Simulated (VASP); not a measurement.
# CdO (Fm-3m) in VASP: settings compared, part 2 of 2

VASP 6.6.1. The steps go on from the part before.

### 5 Band structure, LDA

Contents of INCAR:

```
SYSTEM = CdO
PREC = Accurate ; ENCUT = 520
EDIFF = 1E-6 ; ISMEAR = 0
SIGMA = 0.03 ; LREAL = .FALSE.
LASPH = .TRUE. ; NELM = 80
ALGO = Normal ; ISIF = 2
LWAVE = .FALSE. ; LCHARG = .FALSE.
GGA = CA ; NBANDS = 16
```

Contents of KPOINTS:

```
regular mesh
0
G
  12 12 12
  0 0 0
```

Contents of POSCAR:

```
CdO                                     
1.0
    0.0000000000      2.3523961160      2.3523961160
    2.3523961160      0.0000000000      2.3523961160
    2.3523961160      2.3523961160      0.0000000000
  Cd              O             
     1     1
Direct
     0.0000000000000000    0.0000000000000000    0.0000000000000000
     0.5000000000000000    0.5000000000000000    0.5000000000000000
```

Contents of KPOINTS_OPT:

```
explicit points
109
Reciprocal
 0.0000000000  0.0000000000  0.0000000000 1
 0.0555555556  0.0000000000  0.0555555556 1
 0.1111111111  0.0000000000  0.1111111111 1
 0.1666666667  0.0000000000  0.1666666667 1
 0.2222222222  0.0000000000  0.2222222222 1
 0.2777777778  0.0000000000  0.2777777778 1
 0.3333333333  0.0000000000  0.3333333333 1
 0.3888888889  0.0000000000  0.3888888889 1
 0.4444444444  0.0000000000  0.4444444444 1
 0.5000000000  0.0000000000  0.5000000000 1
 0.5000000000  0.0000000000  0.5000000000 1
 0.5000000000  0.0277777778  0.5277777778 1
 0.5000000000  0.0555555556  0.5555555556 1
 0.5000000000  0.0833333333  0.5833333333 1
 0.5000000000  0.1111111111  0.6111111111 1
 0.5000000000  0.1388888889  0.6388888889 1
 0.5000000000  0.1666666667  0.6666666667 1
 0.5000000000  0.1944444444  0.6944444444 1
 0.5000000000  0.2222222222  0.7222222222 1
 0.5000000000  0.2500000000  0.7500000000 1
 0.5000000000  0.2500000000  0.7500000000 1
 0.4861111111  0.2638888889  0.7500000000 1
 0.4722222222  0.2777777778  0.7500000000 1
 0.4583333333  0.2916666667  0.7500000000 1
 0.4444444444  0.3055555556  0.7500000000 1
 0.4305555556  0.3194444444  0.7500000000 1
 0.4166666667  0.3333333333  0.7500000000 1
 0.4027777778  0.3472222222  0.7500000000 1
 0.3888888889  0.3611111111  0.7500000000 1
 0.3750000000  0.3750000000  0.7500000000 1
 0.3750000000  0.3750000000  0.7500000000 1
 0.3333333333  0.3333333333  0.6666666667 1
 0.2916666667  0.2916666667  0.5833333333 1
 0.2500000000  0.2500000000  0.5000000000 1
 0.2083333333  0.2083333333  0.4166666667 1
 0.1666666667  0.1666666667  0.3333333333 1
 0.1250000000  0.1250000000  0.2500000000 1
 0.0833333333  0.0833333333  0.1666666667 1
 0.0416666667  0.0416666667  0.0833333333 1
 0.0000000000  0.0000000000  0.0000000000 1
 0.0000000000  0.0000000000  0.0000000000 1
 0.0555555556  0.0555555556  0.0555555556 1
 0.1111111111  0.1111111111  0.1111111111 1
 0.1666666667  0.1666666667  0.1666666667 1
 0.2222222222  0.2222222222  0.2222222222 1
 0.2777777778  0.2777777778  0.2777777778 1
 0.3333333333  0.3333333333  0.3333333333 1
 0.3888888889  0.3888888889  0.3888888889 1
 0.4444444444  0.4444444444  0.4444444444 1
 0.5000000000  0.5000000000  0.5000000000 1
 0.5000000000  0.5000000000  0.5000000000 1
 0.5138888889  0.4722222222  0.5138888889 1
 0.5277777778  0.4444444444  0.5277777778 1
 0.5416666667  0.4166666667  0.5416666667 1
 0.5555555556  0.3888888889  0.5555555556 1
 0.5694444444  0.3611111111  0.5694444444 1
 0.5833333333  0.3333333333  0.5833333333 1
 0.5972222222  0.3055555556  0.5972222222 1
 0.6111111111  0.2777777778  0.6111111111 1
 0.6250000000  0.2500000000  0.6250000000 1
 0.6250000000  0.2500000000  0.6250000000 1
 0.6111111111  0.2500000000  0.6388888889 1
 0.5972222222  0.2500000000  0.6527777778 1
 0.5833333333  0.2500000000  0.6666666667 1
 0.5694444444  0.2500000000  0.6805555556 1
 0.5555555556  0.2500000000  0.6944444444 1
 0.5416666667  0.2500000000  0.7083333333 1
 0.5277777778  0.2500000000  0.7222222222 1
 0.5138888889  0.2500000000  0.7361111111 1
 0.5000000000  0.2500000000  0.7500000000 1
 0.5000000000  0.2500000000  0.7500000000 1
 0.5000000000  0.2777777778  0.7222222222 1
 0.5000000000  0.3055555556  0.6944444444 1
 0.5000000000  0.3333333333  0.6666666667 1
 0.5000000000  0.3611111111  0.6388888889 1
 0.5000000000  0.3888888889  0.6111111111 1
 0.5000000000  0.4166666667  0.5833333333 1
 0.5000000000  0.4444444444  0.5555555556 1
 0.5000000000  0.4722222222  0.5277777778 1
 0.5000000000  0.5000000000  0.5000000000 1
 0.5000000000  0.5000000000  0.5000000000 1
 0.4861111111  0.4861111111  0.5277777778 1
 0.4722222222  0.4722222222  0.5555555556 1
 0.4583333333  0.4583333333  0.5833333333 1
 0.4444444444  0.4444444444  0.6111111111 1
 0.4305555556  0.4305555556  0.6388888889 1
 0.4166666667  0.4166666667  0.6666666667 1
 0.4027777778  0.4027777778  0.6944444444 1
 0.3888888889  0.3888888889  0.7222222222 1
 0.3750000000  0.3750000000  0.7500000000 1
 0.6250000000  0.2500000000  0.6250000000 1
 0.6111111111  0.2222222222  0.6111111111 1
 0.5972222222  0.1944444444  0.5972222222 1
 0.5833333333  0.1666666667  0.5833333333 1
 0.5694444444  0.1388888889  0.5694444444 1
 0.5555555556  0.1111111111  0.5555555556 1
 0.5416666667  0.0833333333  0.5416666667 1
 0.5277777778  0.0555555556  0.5277777778 1
 0.5138888889  0.0277777778  0.5138888889 1
 0.5000000000  0.0000000000  0.5000000000 1
 0.0000000000  0.0000000000  0.0000000000 1
 0.3750000000  0.3750000000  0.7500000000 1
 0.5000000000  0.5000000000  0.5000000000 1
 0.6250000000  0.2500000000  0.6250000000 1
 0.5000000000  0.2500000000  0.7500000000 1
 0.5000000000  0.0000000000  0.5000000000 1
 0.4000000000  0.0000000000  0.4000000000 1
 0.4250000000  0.0000000000  0.4250000000 1
 0.4500000000  0.0000000000  0.4500000000 1
```

Potentials or basis: VASP PAW LDA potentials, release 64 (Cd, O).

On the command line:

```
cat potpaw_LDA.64/Cd/POTCAR potpaw_LDA.64/O/POTCAR > POTCAR
mpirun -np 1 vasp_std > vasp.out
```

Wall time 31 s (1 thread of Intel Xeon Platinum 8488C (Sapphire Rapids), shared host); peak memory 0.17 GiB.

Results (log left out):

```
Free energy             : -9.3282 eV
Pressure                : -4.9 GPa
Band gap along the path : none (metal or under the smearing width)
```

Levels at the corners of the path, in eV from the Fermi level:
| point | band 5 | band 6 | band 7 | band 8 | band 9 | band 10 | band 11 | band 12 | band 13 | band 14 |
| --- | --- | --- | --- | --- | --- | --- | --- | --- | --- | --- |
| Γ | -6.40 | -6.40 | -1.39 | -1.39 | -1.39 | -0.55 | 14.77 | 16.82 | 16.82 | 16.82 |
| X | -5.99 | -5.65 | -4.44 | -2.38 | -2.38 | 3.61 | 8.35 | 11.06 | 13.05 | 13.05 |
| X | -5.99 | -5.65 | -4.44 | -2.38 | -2.38 | 3.61 | 8.35 | 11.06 | 13.05 | 13.05 |
| W | -5.99 | -5.77 | -3.06 | -3.06 | -1.94 | 5.76 | 8.74 | 8.74 | 10.48 | 18.49 |
| W | -5.99 | -5.77 | -3.06 | -3.06 | -1.94 | 5.76 | 8.74 | 8.74 | 10.48 | 18.49 |
| K | -6.08 | -5.96 | -3.47 | -2.95 | -1.31 | 5.18 | 8.42 | 8.45 | 12.63 | 15.47 |
| K | -6.08 | -5.96 | -3.47 | -2.95 | -1.31 | 5.18 | 8.42 | 8.45 | 12.63 | 15.47 |
| Γ | -6.40 | -6.40 | -1.39 | -1.39 | -1.39 | -0.55 | 14.77 | 16.82 | 16.82 | 16.82 |
| Γ | -6.40 | -6.40 | -1.39 | -1.39 | -1.39 | -0.55 | 14.77 | 16.82 | 16.82 | 16.82 |
| L | -6.13 | -6.13 | -3.87 | -0.03 | -0.03 | 4.26 | 7.11 | 11.64 | 11.64 | 17.53 |
| L | -6.13 | -6.13 | -3.87 | -0.03 | -0.03 | 4.26 | 7.11 | 11.64 | 11.64 | 17.53 |
| U | -6.08 | -5.96 | -3.47 | -2.95 | -1.31 | 5.18 | 8.42 | 8.45 | 12.63 | 15.47 |
| U | -6.08 | -5.96 | -3.47 | -2.95 | -1.31 | 5.18 | 8.42 | 8.45 | 12.63 | 15.47 |
| W | -5.99 | -5.77 | -3.06 | -3.06 | -1.94 | 5.76 | 8.74 | 8.74 | 10.48 | 18.49 |
| W | -5.99 | -5.77 | -3.06 | -3.06 | -1.94 | 5.76 | 8.74 | 8.74 | 10.48 | 18.49 |
| L | -6.13 | -6.13 | -3.87 | -0.03 | -0.03 | 4.26 | 7.11 | 11.64 | 11.64 | 17.53 |
| L | -6.13 | -6.13 | -3.87 | -0.03 | -0.03 | 4.26 | 7.11 | 11.64 | 11.64 | 17.53 |
| K | -6.08 | -5.96 | -3.47 | -2.95 | -1.31 | 5.18 | 8.42 | 8.45 | 12.63 | 15.47 |
| U | -6.08 | -5.96 | -3.47 | -2.95 | -1.31 | 5.18 | 8.42 | 8.45 | 12.63 | 15.47 |
| X | -5.99 | -5.65 | -4.44 | -2.38 | -2.38 | 3.61 | 8.35 | 11.06 | 13.05 | 13.05 |

Caveat: this crystal is a semiconductor, whose small gap the functional closes, so the metal is an error of the method.

### 6 Summary

| level | potentials or basis | spin | k mesh | pressure (GPa) |
| --- | --- | --- | --- | --- |
| PBEsol | VASP PAW PBE potentials, release 64 (Cd, O) | SOC, no magnetisation | 8 × 8 × 8 | 0.2 |
| TB-mBJ | VASP PAW PBE potentials, release 64 (Cd, O) | off | 12 × 12 × 12 | - |
| TB-mBJ | VASP PAW PBE potentials, release 64 (Cd, O) | SOC, no magnetisation | 8 × 8 × 8 | - |
| LDA | VASP PAW LDA potentials, release 64 (Cd, O) | off | 12 × 12 × 12 | -4.9 |

Alike in all rows: task band structure; cell as given; cutoff (eV) 520; smearing gaussian 0.03 eV.

Caveats: the PAW data sets were made with another functional, which shifts forces and pressure a little (some runs); this crystal is a semiconductor, whose small gap the functional closes, so the metal is an error of the method (some runs).

Total energies depend on the potentials used, so only differences within one code and one set of settings carry meaning.
